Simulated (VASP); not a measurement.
A run of VASP 6.6.1 is set up as follows.

The input INCAR:

```
SYSTEM = BaTiO3
  ALGO = Fast
  EDIFF = 1E-7
  EDIFFG = -0.01
  ENCUT = 600
  IBRION = 2
  ISIF = 4
  ISMEAR = 0
  KPAR = 2
  LASPH = .TRUE.
  LCHARG = .FALSE.
  LREAL = .FALSE.
  LWAVE = .FALSE.
  NELM = 80
  NSW = 40
  PREC = Accurate
  SIGMA = 0.03
```

File KPOINTS:

```
k-points
0
G
  8 8 8
  0 0 0
```

File POSCAR:

```
BaTiO3                                  
1.0
    3.9680712861      0.0000000000      0.0000000000
    0.0000000000      3.9680712861      0.0000000000
    0.0000000000     -0.0000000000      4.0156017050
  Ba              Ti              O             
     1     1     3
Direct
     0.0000000000000000    1.0000000000000000    0.0019191113268453
     0.5000000000000000    0.5000000000000000    0.4893446043486940
     0.5000000000000000    0.5000000000000000    0.0221684771398351
     0.5000000000000000    1.0000000000000000    0.5147839035923124
     0.0000000000000000    0.5000000000000000    0.5147839035923124
```

Potentials or basis: VASP PAW LDA potentials, release 64 (Ba_sv, Ti_sv, O).

Command:

```sh
$ cat potpaw_LDA.64/Ba_sv/POTCAR potpaw_LDA.64/Ti_sv/POTCAR potpaw_LDA.64/O/POTCAR > POTCAR
$ mpirun -np 2 vasp_std > vasp.out
```

What does it give for the energy gained by relaxing?

1.0 meV/atom.

Estimate the band gap on the k mesh.

1.74 eV, indirect (least direct gap 2.13 eV).

Stress tensor (GPa, compression positive):
```
-2.81  0.00  0.00
 0.00 -2.81  0.00
 0.00  0.00 -2.70
```

Caveat: spin-orbit coupling is left out, which moves the levels of the heavy elements. A k mesh can miss the band edges.
